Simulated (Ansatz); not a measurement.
# Tl (bcc)

Method: PBE with spin–orbit coupling; two-component spinors; PAW, 420 eV, Γ-centred 14×14×14 mesh, 0.05 eV Gaussian smearing; code Ansatz; PAW files: Ansatz's generated set soft_2.

```cif
data_structure
_symmetry_space_group_name_H-M 'Im-3m'
_symmetry_Int_Tables_number 229
_cell_length_a 3.9498
_cell_length_b 3.9498
_cell_length_c 3.9498
_cell_angle_alpha 90.000
_cell_angle_beta 90.000
_cell_angle_gamma 90.000
_cell_volume 61.62
loop_
_atom_site_label
_atom_site_type_symbol
_atom_site_symmetry_multiplicity
_atom_site_Wyckoff_symbol
_atom_site_fract_x
_atom_site_fract_y
_atom_site_fract_z
_atom_site_occupancy
Tl1 Tl 2 a 0.00000 0.00000 0.00000 1
```

At room temperature and ambient pressure Tl is hcp.

Q: Which orbitals carry the states at the Fermi level, and how many states are there?

A: Within 0.1 eV of it: Tl 6p 78 %, Tl 6s 21 % (shares among the projected shells). The density of states at the Fermi level is about 0.48 states/eV per cell, averaged over 0.3 eV.

Density of states (tetrahedra, averaged over 0.3 eV; states/eV per cell of 1 atom; energy in eV from the Fermi level):

```csv
E (eV),DOS
-6.70,0.30
-6.40,0.33
-6.10,0.36
-5.80,0.39
-5.50,0.43
-5.20,0.51
-4.90,0.69
-4.60,0.74
-4.30,0.64
-4.00,0.26
-3.70,0.16
-3.40,0.11
-3.10,0.08
-2.80,0.05
-2.50,0.03
-2.20,0.11
-1.90,0.21
-1.60,0.29
-1.30,0.39
-1.00,0.52
-0.70,0.76
-0.40,0.64
-0.10,0.51
0.20,0.44
0.50,0.49
0.80,0.43
1.10,0.47
1.40,0.48
1.70,0.53
2.00,0.63
2.30,0.59
2.60,0.59
2.90,0.59
3.20,0.59
3.50,0.60
3.80,0.60
4.10,0.61
```

With 13 valence electrons in the calculation's cell and no magnetic order, the Kramers pairs of bands, two electrons each, can't all be full or empty: band theory demands a metal.
